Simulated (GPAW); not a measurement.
The system is MgB2.

```
Mg B
1.0
     3.08500    0.00000    0.00000
    -1.54250    2.67169    0.00000
     0.00000    0.00000    3.52300
Mg B
1 2
Direct
  0.00000 0.00000 0.00000
  0.66667 0.33333 0.50000
  0.33333 0.66667 0.50000
```

| Item | Value |
| --- | --- |
| Program | GPAW 26.7.0 |
| Task | relaxation of cell and atoms |
| Functional | PBEsol |
| Dispersion | D4 |
| Potentials or basis | PAW data sets generated in the run's folder for this functional |
| Cutoff | 800 eV |
| Basis | pw |
| k mesh | 7 × 7 × 5 |
| Occupations | fermi-dirac, width 0.05 eV |
| Spin | no spin polarisation |

At the start: pressure -5.6 GPa; volume 9.68 Å³/atom.

How do energy, volume and symmetry change on relaxing?

Over 7 steps the energy falls by 6.2 meV/atom and the volume is 9.31 Å³/atom (-3.8 %); space group P6/mmm (No. 191, to 0.05 Å).

The path:
```csv
step,energy change (eV),largest force (eV/Å),pressure (GPa),volume (Å³)
1,0.0000,0.0000,-5.55,29.04
2,-0.0043,0.0000,-4.87,28.90
3,-0.0175,0.0000,0.15,27.96
4,-0.0177,0.0000,0.01,27.98
5,-0.0184,0.0000,-0.37,28.01
6,-0.0186,0.0000,-0.26,27.97
7,-0.0186,0.0000,-0.06,27.93
```

Final structure:
```cif
data_structure
_symmetry_space_group_name_H-M 'P 1'
_symmetry_Int_Tables_number 1
_cell_length_a 3.0548
_cell_length_b 3.0548
_cell_length_c 3.4563
_cell_angle_alpha 90.000
_cell_angle_beta 90.000
_cell_angle_gamma 120.000
_cell_volume 27.93
loop_
_atom_site_label
_atom_site_type_symbol
_atom_site_fract_x
_atom_site_fract_y
_atom_site_fract_z
_atom_site_occupancy
Mg1 Mg 0.00000 0.00000 0.00000 1
B1 B 0.66667 0.33333 0.50000 1
B2 B 0.33333 0.66667 0.50000 1
```

Caveat: later steps reuse the first step's grids; pairwise dispersion overbinds metals, which lowers pressure and volume.
